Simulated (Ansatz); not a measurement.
Band table of Ni (diamond type)

```xyz
2
Lattice="0.0000 1.8808 1.8808 1.8808 0.0000 1.8808 1.8808 1.8808 0.0000" Properties=species:S:1:pos:R:3 pbc="T T T"
Ni   -0.4702   -0.4702   -0.4702
Ni    0.4702    0.4702    0.4702
```

The cell comes from a relaxation on PAW files under the same functional, begun from a prototype that needn't be the stable phase.

Level of theory: DFT with PBE, scalar-relativistic, in Ansatz 0.2.0; a Γ-centred 14×14×14 k mesh, Fermi–Dirac smearing of 0.1 eV, spin-polarised from start moments Ni1 1, Ni2 1 μB. LAPW: all electrons, basis error target 1 meV/atom.

This run: volume at 0.4 of the series' base cell.

The start moments died away, and the runs ended non-magnetic.

Path points, in fractions of the reciprocal vectors: Γ (0.000, 0.000, 0.000), X (0.500, 0.000, 0.500), U (0.625, 0.250, 0.625), K (0.375, 0.375, 0.750), L (0.500, 0.500, 0.500), W (0.500, 0.250, 0.750). The distance column jumps between branches of the path. Levels in eV from the Fermi level; bands 17 to 30, counted from the lowest band of the run. The gap is zero, the pressure 690.2 GPa.

```
# k(1/Å) point b17 b18 b19 b20 b21 b22 b23 b24 b25 b26 b27 b28 b29 b30
0.000 Γ -13.25 -9.23 -9.23 -7.71 -7.71 -7.71 -3.56 -3.56 -3.56 -0.05 -0.05 19.87 19.87 19.87
0.209 - -13.06 -9.47 -9.14 -7.70 -7.70 -7.44 -3.83 -3.52 -3.52 -0.14 0.03 17.94 18.84 18.84
0.418 - -12.52 -9.95 -8.90 -7.68 -7.68 -6.88 -4.50 -3.37 -3.37 -0.42 0.19 16.21 16.91 16.91
0.626 - -11.69 -10.45 -8.50 -7.69 -7.69 -6.23 -5.33 -3.06 -3.06 -0.86 0.30 14.72 14.77 14.77
0.835 - -10.87 -10.76 -7.96 -7.74 -7.74 -5.99 -5.56 -2.58 -2.58 -1.45 0.33 12.64 12.64 13.08
1.044 - -11.17 -10.16 -7.82 -7.82 -7.29 -6.03 -4.91 -2.18 -1.92 -1.92 0.34 10.66 10.66 10.80
1.253 - -11.31 -10.23 -7.92 -7.92 -6.52 -5.21 -4.33 -2.99 -1.17 -1.17 0.50 8.01 8.94 8.94
1.462 - -11.26 -10.63 -7.99 -7.99 -5.67 -4.21 -3.89 -3.87 -0.51 -0.51 1.19 5.22 7.70 7.70
1.670 X -11.02 -11.02 -8.02 -8.02 -4.78 -4.78 -3.76 -3.76 -0.23 -0.23 2.81 2.81 7.22 7.22
1.744 - -11.03 -11.01 -8.03 -7.97 -4.79 -4.78 -3.79 -3.77 -0.22 -0.21 2.81 2.82 7.08 7.27
1.818 - -11.08 -10.97 -8.06 -7.85 -4.82 -4.79 -3.87 -3.77 -0.21 -0.15 2.81 2.86 6.70 7.41
1.892 - -11.14 -10.92 -8.12 -7.67 -4.87 -4.80 -4.00 -3.79 -0.18 -0.06 2.82 2.91 6.15 7.65
1.966 - -11.21 -10.85 -8.20 -7.43 -4.93 -4.81 -4.17 -3.80 -0.15 0.04 2.84 2.97 5.49 7.98
2.039 - -11.28 -10.75 -8.31 -7.15 -5.00 -4.82 -4.36 -3.82 -0.11 0.12 2.91 2.97 4.84 8.39
2.113 - -11.33 -10.64 -8.43 -6.86 -5.07 -4.84 -4.58 -3.83 -0.06 0.18 2.78 3.03 4.37 8.87
2.187 - -11.37 -10.52 -8.57 -6.55 -5.13 -4.85 -4.82 -3.85 -0.01 0.18 2.27 3.22 4.26 9.41
2.261 U -11.39 -10.38 -8.72 -6.26 -5.20 -5.06 -4.86 -3.85 0.05 0.12 1.54 3.49 4.39 10.01
3.284 K -11.39 -10.38 -8.72 -6.26 -5.20 -5.06 -4.86 -3.85 0.05 0.12 1.54 3.49 4.39 10.01
3.505 - -11.29 -9.90 -9.19 -5.81 -5.63 -5.38 -4.85 -3.72 -0.77 -0.35 0.21 4.70 5.39 12.09
3.727 - -11.02 -9.63 -9.44 -6.48 -5.69 -5.56 -4.78 -3.79 -2.14 -1.08 0.32 6.36 6.89 14.46
3.948 - -10.75 -9.92 -9.13 -6.95 -6.52 -5.78 -4.63 -4.50 -1.85 -1.77 0.37 8.29 8.83 17.01
4.170 - -10.89 -10.04 -9.07 -7.38 -7.16 -6.09 -4.73 -4.40 -2.53 -1.15 0.35 10.37 11.11 18.14
4.391 - -11.60 -9.97 -9.15 -7.65 -7.27 -6.50 -4.57 -4.13 -3.04 -0.63 0.25 12.54 13.63 19.14
4.613 - -12.44 -9.73 -9.22 -7.68 -7.44 -6.99 -4.16 -3.85 -3.35 -0.29 0.12 14.84 16.25 20.32
4.834 - -13.04 -9.41 -9.23 -7.70 -7.63 -7.47 -3.74 -3.64 -3.51 -0.10 0.00 17.36 18.65 20.03
5.055 Γ -13.25 -9.23 -9.23 -7.71 -7.71 -7.71 -3.56 -3.56 -3.56 -0.05 -0.05 19.87 19.87 19.87
5.236 - -13.11 -9.29 -9.29 -7.71 -7.60 -7.60 -3.66 -3.58 -3.58 -0.05 -0.05 17.71 19.64 19.64
5.417 - -12.70 -9.43 -9.43 -7.68 -7.35 -7.35 -3.94 -3.63 -3.63 -0.06 -0.06 15.23 19.17 19.17
5.598 - -12.09 -9.53 -9.53 -7.57 -7.14 -7.14 -4.37 -3.62 -3.62 -0.08 -0.08 12.73 18.66 18.70
5.779 - -11.35 -9.55 -9.55 -7.31 -7.09 -7.09 -4.90 -3.48 -3.48 -0.14 -0.14 10.23 17.65 18.32
5.960 - -10.64 -9.46 -9.46 -7.26 -7.26 -6.91 -5.32 -3.18 -3.18 -0.25 -0.25 7.78 16.92 18.05
6.140 - -10.06 -9.28 -9.28 -7.57 -7.57 -6.83 -5.08 -2.79 -2.79 -0.39 -0.39 5.52 16.45 17.91
6.321 - -9.66 -9.03 -9.03 -7.92 -7.92 -7.13 -4.24 -2.46 -2.46 -0.55 -0.55 3.72 16.19 17.87
6.502 L -9.50 -8.88 -8.88 -8.11 -8.11 -7.30 -3.76 -2.31 -2.31 -0.62 -0.62 2.96 16.11 17.86
6.650 - -9.71 -9.07 -8.90 -8.00 -7.79 -7.14 -3.76 -2.42 -2.30 -0.61 -0.57 2.95 15.66 16.89
6.797 - -10.13 -9.44 -8.83 -7.79 -7.19 -6.75 -3.77 -2.70 -2.19 -0.60 -0.42 2.92 14.21 15.12
6.945 - -10.53 -9.83 -8.66 -7.53 -6.57 -6.28 -3.89 -3.10 -1.85 -0.56 -0.22 2.88 12.43 13.18
7.093 - -10.85 -10.19 -8.43 -7.23 -6.01 -5.88 -4.10 -3.51 -1.21 -0.47 0.00 2.86 10.62 11.23
7.240 - -11.07 -10.52 -8.12 -6.90 -5.71 -5.55 -4.36 -3.81 -0.36 -0.31 0.28 2.90 8.85 9.33
7.388 - -11.19 -10.79 -7.76 -6.59 -5.85 -5.28 -4.56 -3.96 -0.06 0.16 1.06 3.11 7.13 7.57
7.536 - -11.21 -11.01 -7.35 -6.54 -5.92 -5.37 -4.47 -4.07 0.19 0.31 2.33 3.60 5.53 6.00
7.683 W -11.15 -11.15 -6.91 -6.91 -5.66 -5.66 -4.25 -4.25 0.32 0.32 3.66 3.66 4.83 4.83
7.788 - -11.15 -11.15 -6.99 -6.99 -5.58 -5.58 -4.24 -4.24 0.30 0.30 3.57 3.57 4.97 4.97
7.892 - -11.13 -11.13 -7.16 -7.16 -5.41 -5.41 -4.22 -4.22 0.26 0.26 3.38 3.38 5.29 5.29
7.996 - -11.11 -11.11 -7.37 -7.37 -5.22 -5.22 -4.16 -4.16 0.18 0.18 3.19 3.19 5.69 5.69
8.101 - -11.09 -11.09 -7.58 -7.58 -5.04 -5.04 -4.08 -4.08 0.08 0.08 3.04 3.04 6.12 6.12
8.205 - -11.06 -11.06 -7.76 -7.76 -4.92 -4.92 -3.98 -3.98 -0.03 -0.03 2.93 2.93 6.54 6.54
8.310 - -11.04 -11.04 -7.90 -7.90 -4.84 -4.84 -3.87 -3.87 -0.13 -0.13 2.86 2.86 6.89 6.89
8.414 - -11.02 -11.02 -7.99 -7.99 -4.79 -4.79 -3.79 -3.79 -0.20 -0.20 2.82 2.82 7.13 7.13
8.518 X -11.02 -11.02 -8.02 -8.02 -4.78 -4.78 -3.76 -3.76 -0.23 -0.23 2.81 2.81 7.22 7.22
```
